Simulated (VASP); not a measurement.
# CdS (Greenockite) (P6_3mc) in VASP: a series of runs, part 2 of 2

VASP 6.6.1. Earlier steps stand in the parts before.

### Step 4. Relaxation of cell and atoms, PBEsol

INCAR

```
ALGO     = Normal         # electronic algorithm
EDIFF    = 1E-6           # SCF threshold, eV
EDIFFG   = -0.01          # ionic threshold
ENCUT    = 600            # plane-wave cutoff, eV
GGA      = PS             # functional
IBRION   = 2              # ionic algorithm
ISIF     = 3              # what is computed and relaxed
ISMEAR   = 0              # smearing method
LASPH    = True           # aspherical terms in the spheres
LCHARG   = False          # write CHGCAR
LREAL    = False          # projectors in reciprocal space
LWAVE    = False          # write WAVECAR
NELM     = 80             # most SCF steps
NSW      = 90             # ionic steps
PREC     = Accurate       # precision mode
SIGMA    = 0.03           # smearing width, eV
```

KPOINTS

```
k-points
0
Gamma
  9 9 4
```

POSCAR

```
CdS
1.0
    4.1500000000      0.0000000000      0.0000000000
   -2.0750000000      3.5940054257      0.0000000000
    0.0000000000      0.0000000000      6.7370000000
Cd S
2 2
Direct
    0.3333333333      0.6666666667      0.0000000000
    0.6666666667      0.3333333333      0.5000000000
    0.3333333333      0.6666666667      0.3750000000
    0.6666666667      0.3333333333      0.8750000000
```

Potentials or basis: VASP PAW PBE potentials, release 64 (Cd, S).

Command:

```sh
cat potpaw_PBE.64/Cd/POTCAR potpaw_PBE.64/S/POTCAR > POTCAR
mpirun -np 1 vasp_std > vasp.out
```

OUTCAR:

```text
EDIFF = 1E-6
   EDIFFG = -0.01
   ENCUT = 600
   GGA = PS
   IBRION = 2
   ISIF = 3
   ISMEAR = 0
   LASPH = True
   LREAL = False
   NELM = 80
   NSW = 90
   PREC = Accurate

 ion  position               nearest neighbor table
   1  0.333  0.667  0.000-   3 2.53   4 2.54   4 2.54   4 2.54
   2  0.667  0.333  0.500-   4 2.53   3 2.54   3 2.54   3 2.54
   3  0.333  0.667  0.375-   1 2.53   2 2.54   2 2.54   2 2.54
   4  0.667  0.333  0.875-   2 2.53   1 2.54   1 2.54   1 2.54

  LATTYP: Found a hexagonal cell.
 ALAT       =     4.1500000000
 C/A-ratio  =     1.6233734940

  Lattice vectors:

 A1 = (   4.1500000000,   0.0000000000,   0.0000000000)
 A2 = (  -2.0750000000,   3.5940054257,   0.0000000000)
 A3 = (   0.0000000000,   0.0000000000,   6.7370000000)

Analysis of symmetry for initial positions (statically):
=====================================================================
 Subroutine PRICEL returns:
 Original cell was already a primitive cell.

 Routine SETGRP: Setting up the symmetry group for a
 hexagonal supercell.

 Subroutine GETGRP returns: Found 12 space group operations
 (whereof  6 operations were pure point group operations)
 out of a pool of 24 trial point group operations.
[... 179 lines left out ...]
  -------------------------------------------------------------------------------------
  Total       -0.4391276     -0.4391276     -0.0662353      0.0000000     -0.0000000      0.0000000
  in kB       -7.0017718     -7.0017718     -1.0561045      0.0000000     -0.0000000      0.0000000
  external PRESSURE =      -5.0198827 kB  Pullay stress =       0.0000000 kB
[... 63 lines left out ...]
--------------------------------------- Ionic step        3  -------------------------------------------

 number of electron      36.0000004 magnetization

 Free energy of the ion-electron system (eV)
  ---------------------------------------------------
  ext. energy  EPLUGINS =         0.00000000
  ---------------------------------------------------
  free energy    TOTEN  =       -13.63428938 eV

  energy without entropy =      -13.63428938  energy(sigma->0) =      -13.63428938

 E-fermi :   1.3712     XC(G=0):  -9.3624

 val. band max:        1.1975661388   @ k =   0.0000   0.0000   0.0000
 cond. band min:       2.2778353111   @ k =   0.0000   0.0000   0.0000
 fundamental gap:      1.0802691723
 Fermi energy:         1.3711861224

 k-point     1 :       0.0000    0.0000    0.0000
  band No.  band energies     occupation
      1     -11.1822      2.00000
      2     -10.7392      2.00000
      3      -6.5097      2.00000
      4      -6.4997      2.00000
      5      -6.4997      2.00000
      6      -6.4143      2.00000
[... 589 lines left out ...]
     21       6.1347      0.00000
     22       7.8644      0.00000

 [... further k-points ...]

------------------------ aborting loop because EDIFF is reached ----------------------------------------

  FORCE on cell =-STRESS in cart. coord.  units (eV):
  Direction    XX          YY          ZZ          XY          YZ          ZX
  --------------------------------------------------------------------------------------
  -------------------------------------------------------------------------------------
  Total        0.0092732      0.0092732     -0.0243847     -0.0000000      0.0000000      0.0000000
  in kB        0.1494658      0.1494658     -0.3930344     -0.0000000      0.0000000      0.0000000
  external PRESSURE =      -0.0313676 kB  Pullay stress =       0.0000000 kB
[... 19 lines left out ...]
  FREE ENERGIE OF THE ION-ELECTRON SYSTEM (eV)
  ---------------------------------------------------
  free  energy   TOTEN  =       -13.6342893793 eV

  energy  without entropy=      -13.6342893793  energy(sigma->0) =      -13.63428938

 reached required accuracy - stopping structural energy minimisation
```

OSZICAR:

```text
N       E                     dE             d eps       ncg     rms          rms(c)
DAV:   1     0.271572991917E+03    0.27157E+03   -0.19195E+04  1584   0.168E+03
DAV:   2     0.117913186691E+01   -0.27039E+03   -0.26317E+03  1758   0.379E+02
DAV:   3    -0.144456661796E+02   -0.15625E+02   -0.15572E+02  1950   0.905E+01
[... 20 lines left out ...]
DAV:   1    -0.136344216906E+02   -0.14678E-03   -0.39316E-03  1650   0.638E-01    0.872E-02
DAV:   2    -0.136343074079E+02    0.11428E-03   -0.36254E-04  1782   0.242E-01    0.308E-02
DAV:   3    -0.136342939029E+02    0.13505E-04   -0.36907E-05  1770   0.545E-02    0.256E-02
DAV:   4    -0.136342899637E+02    0.39392E-05   -0.35630E-06  1534   0.159E-02    0.387E-03
DAV:   5    -0.136342893793E+02    0.58441E-06   -0.12408E-06   810   0.141E-02
   3 F= -.13634289E+02 E0= -.13634289E+02  d E =-.317587E-02
```

CONTCAR:

```text
CdS
   1.00000000000000
     4.1291873884651338    0.0000000000000000    0.0000000000000000
    -2.0645936942325669    3.5759811753917901   -0.0000000000000000
     0.0000000000000000   -0.0000000000000000    6.7319038290571207
  Cd              S
     2     2
Direct
     0.3333333332999970    0.6666666667000030    0.9995462527253399
     0.6666666667000030    0.3333333332999970    0.4995462527253400
     0.3333333332999970    0.6666666667000030    0.3754537472746600
     0.6666666667000030    0.3333333332999970    0.8754537472746601

  0.00000000E+00  0.00000000E+00  0.00000000E+00
  0.00000000E+00  0.00000000E+00  0.00000000E+00
  0.00000000E+00  0.00000000E+00  0.00000000E+00
  0.00000000E+00  0.00000000E+00  0.00000000E+00
```

Wall time 89 s (1 thread of AMD EPYC 9R45 (Zen 5), shared host); peak memory 0.28 GiB.

Results:

* Free energy: -13.6343 eV
* Relaxed volume: 24.85 Å³/atom
* Relaxed cell: a = 4.129 Å, b = 4.129 Å, c = 6.732 Å, α = 90.00°, β = 90.00°, γ = 120.00°
* Space group after relaxing (to 0.05 Å): P6_3mc (No. 186)
* Energy gained by relaxing: 0.8 meV/atom
* Ionic steps: 3
* Pressure after relaxing: 0.0 GPa
* Largest force after relaxing: 0.005 eV/Å
* Band gap on the k mesh: 1.08 eV, direct

Forces on the atoms (eV/Å):
```
Cd   0.000  0.000 -0.005
Cd   0.000  0.000 -0.005
S    0.000  0.000  0.005
S    0.000  0.000  0.005
```

Step by step:
| step | energy change (eV) | largest force (eV/Å) | pressure (GPa) | volume (Å³) |
| --- | --- | --- | --- | --- |
| 1 | 0.0000 | 0.0669 | -0.50 | 100.48 |
| 2 | -0.0032 | 0.0018 | 0.05 | 99.34 |
| 3 | -0.0032 | 0.0054 | 0.00 | 99.40 |

Final structure:
```xyz
4
Lattice="4.1292 0.0000 0.0000 -2.0646 3.5760 0.0000 0.0000 0.0000 6.7319" Properties=species:S:1:pos:R:3 pbc="T T T"
Cd    0.0000    2.3840    6.7288
Cd    2.0646    1.1920    3.3629
S     0.0000    2.3840    2.5275
S     2.0646    1.1920    5.8935
```

Caveat: the PAW data sets were made with another functional, which shifts forces and pressure a little. PBEsol gaps usually lie below the measured ones, often by a third to a half.

### Step 5. Relaxation of cell and atoms, PBEsol

This run uses another cell than the first one, of 24.85 Å³/atom, 0.989 times its volume.

Changes to INCAR since step 4:

```diff
@@ -1,4 +1,4 @@
 ALGO     = Normal         # electronic algorithm
-EDIFF    = 1E-6           # SCF threshold, eV
-EDIFFG   = -0.01          # ionic threshold
+EDIFF    = 1E-7           # SCF threshold, eV
+EDIFFG   = -0.005         # ionic threshold
 ENCUT    = 600            # plane-wave cutoff, eV
```

KPOINTS is that of step 4.

POSCAR

```
CdS                                     
1.0
    4.1291873885      0.0000000000      0.0000000000
   -2.0645936942      3.5759811754     -0.0000000000
    0.0000000000     -0.0000000000      6.7319038291
  Cd              S             
     2     2
Direct
     0.3333333332999970    0.6666666667000030    0.9995462527253399
     0.6666666667000030    0.3333333332999970    0.4995462527253400
     0.3333333332999970    0.6666666667000030    0.3754537472746600
     0.6666666667000030    0.3333333332999970    0.8754537472746601
```

Command:

```sh
cat potpaw_PBE.64/Cd/POTCAR potpaw_PBE.64/S/POTCAR > POTCAR
mpirun -np 1 vasp_std > vasp.out
```

Run time: 2.6 min. Hardware: 1 thread of AMD EPYC 9R45 (Zen 5), shared host; peak memory 0.27 GiB.

Results (log left out):

* Free energy: -13.6339 eV
* Energy gained by relaxing: 0.0 meV/atom
* Ionic steps: 5
* Pressure after relaxing: 0.0 GPa
* Band gap on the k mesh: 1.08 eV, direct

Forces on the atoms (eV/Å):
```
Cd   0.000  0.000 -0.003
Cd   0.000  0.000 -0.003
S    0.000  0.000  0.003
S    0.000  0.000  0.003
```

Final structure:
```xyz
4
Lattice="4.1315 0.0000 0.0000 -2.0657 3.5780 0.0000 0.0000 0.0000 6.7246" Properties=species:S:1:pos:R:3 pbc="T T T"
Cd    0.0000    2.3853    6.7200
Cd    2.0657    1.1927    3.3577
S     0.0000    2.3853    2.5263
S     2.0657    1.1927    5.8886
```

Levels at points of the mesh, in eV from the valence-band top:
```
           k point  band 14  band 15  band 16  band 17  band 18  band 19  band 20  band 21  band 22
(0.00, 0.00, 0.00)    -0.77    -0.77    -0.05     0.00     0.00     1.08     2.68     6.38     6.38
(0.00, 0.00, 0.50)    -2.52    -0.40    -0.40    -0.40    -0.40     2.75     2.75     6.07     6.07
```

Caveat: the PAW data sets were made with another functional, which shifts forces and pressure a little.

### Step 6. Relaxation of cell and atoms, PBEsol

Changes to INCAR since step 5:

```diff
@@ -1,4 +1,4 @@
 ALGO     = Normal         # electronic algorithm
-EDIFF    = 1E-7           # SCF threshold, eV
-EDIFFG   = -0.005         # ionic threshold
+EDIFF    = 1E-6           # SCF threshold, eV
+EDIFFG   = -0.01          # ionic threshold
 ENCUT    = 600            # plane-wave cutoff, eV
@@ -8,2 +8,3 @@
 ISMEAR   = 0              # smearing method
+KPAR     = 4            
 LASPH    = True           # aspherical terms in the spheres
```

KPOINTS is that of step 5.

POSCAR

```
CdS
1.0
    4.1500000000      0.0000000000      0.0000000000
   -2.0750000000      3.5940054257      0.0000000000
    0.0000000000      0.0000000000      6.7370000000
Cd S
2 2
Direct
    0.3333333333      0.6666666667      0.0000000000
    0.6666666667      0.3333333333      0.5000000000
    0.3333333333      0.6666666667      0.3750000000
    0.6666666667      0.3333333333      0.8750000000
```

Potentials or basis: VASP PAW PBE potentials, release 64 (Cd, S).

Command:

```sh
cat potpaw_PBE.64/Cd/POTCAR potpaw_PBE.64/S/POTCAR > POTCAR
mpirun -np 4 vasp_std > vasp.out
```

Wall time 89 s (4 MPI ranks of Intel Xeon Platinum 8259CL at 2.50GHz (Skylake/Cascade Lake), shared host); peak memory 0.3 GiB.

The run converged. Its results:

```yaml
Free_energy: -13.6343 eV
Relaxed_volume: 24.85 Å³/atom
Relaxed_cell: a = 4.129 Å, b = 4.129 Å, c = 6.732 Å, α = 90.00°, β = 90.00°, γ = 120.00°
Space_group_after_relaxing_to_0.05_Å: P6_3mc (No. 186)
Energy_gained_by_relaxing: 0.8 meV/atom
Ionic_steps: 3
Pressure_after_relaxing: 0.0 GPa
Largest_force_after_relaxing: 0.005 eV/Å
Band_gap_on_the_k_mesh: 1.08 eV, direct
```

Forces in eV/Å, atoms in the order of the input:
```
Cd   0.000  0.000 -0.005
Cd   0.000  0.000 -0.005
S    0.000  0.000  0.005
S    0.000  0.000  0.005
```

The path:
| step | energy change (eV) | largest force (eV/Å) | pressure (GPa) | volume (Å³) |
| --- | --- | --- | --- | --- |
| 1 | 0.0000 | 0.0669 | -0.50 | 100.48 |
| 2 | -0.0032 | 0.0018 | 0.05 | 99.34 |
| 3 | -0.0032 | 0.0054 | 0.00 | 99.40 |

Final structure:
```
Cd S
1.0
     4.12919    0.00000    0.00000
    -2.06459    3.57598    0.00000
     0.00000    0.00000    6.73190
Cd S
2 2
Direct
  0.33333 0.66667 0.99955
  0.66667 0.33333 0.49955
  0.33333 0.66667 0.37545
  0.66667 0.33333 0.87545
```

Levels at points of the mesh, in eV from the valence-band top:
| k point | band 16 | band 17 | band 18 | band 19 | band 20 | band 21 |
| --- | --- | --- | --- | --- | --- | --- |
| (0.00, 0.00, 0.00) | -0.05 | 0.00 | 0.00 | 1.08 | 2.69 | 6.39 |
| (0.00, 0.00, 0.50) | -0.40 | -0.40 | -0.40 | 2.75 | 2.75 | 6.06 |

Caveat: the PAW data sets were made with another functional, which shifts forces and pressure a little.
